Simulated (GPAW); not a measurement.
PtS2:

```xyz
3
Lattice="3.5432 0.0000 0.0000 -1.7716 3.0685 0.0000 0.0000 0.0000 5.0388" Properties=species:S:1:pos:R:3 pbc="T T T"
Pt    0.0000    0.0000    0.0000
S     1.7716    1.0228    3.8950
S     0.0000    2.0457    1.1438
```

Base run:

* Program: GPAW 26.7.0
* Functional: revPBE
* Potentials or basis: the program's PAW data sets (release 1.2.1) made for this functional
* Cutoff: 600 eV
* Basis: pw
* k mesh: 9 × 9 × 5
* Occupations: fermi-dirac, width 0.05 eV
* Spin: no spin polarisation

Its results: band gap on the k mesh 1.03 eV, indirect (least direct gap 1.07 eV); pressure 14.0 GPa; largest force 1.364 eV/Å.

Task: After a change of settings the same cell gave: band gap on the k mesh 0.89 eV, indirect (least direct gap 0.94 eV); pressure 3.0 GPa; largest force 0.765 eV/Å. Which change was it?
A. functional from revPBE to BLYP; potentials or basis from the program's PAW data sets (release 1.2.1) made for this functional to PAW data sets generated in the run's folder for this functional
B. functional from revPBE to LDA
C. functional from revPBE to SCAN; potentials or basis from the program's PAW data sets (release 1.2.1) made for this functional to GPAW PAW data sets (gpaw-data 1.2.1)
D. functional from revPBE to r2SCAN; potentials or basis from the program's PAW data sets (release 1.2.1) made for this functional to GPAW PAW data sets (gpaw-data 1.2.1)

Result: B.

LDA binds more tightly than revPBE, so the same cell stands under less pressure.

Caveats: spin-orbit coupling is left out, which moves the levels of the heavy elements; an odd mesh through Γ misses points on the zone boundary, where band edges often lie; forces of over 1 eV/Å show positions far from the minimum, so gaps and moduli don't describe the material at rest (some runs).

Runs at the PBE level aren't shown here.
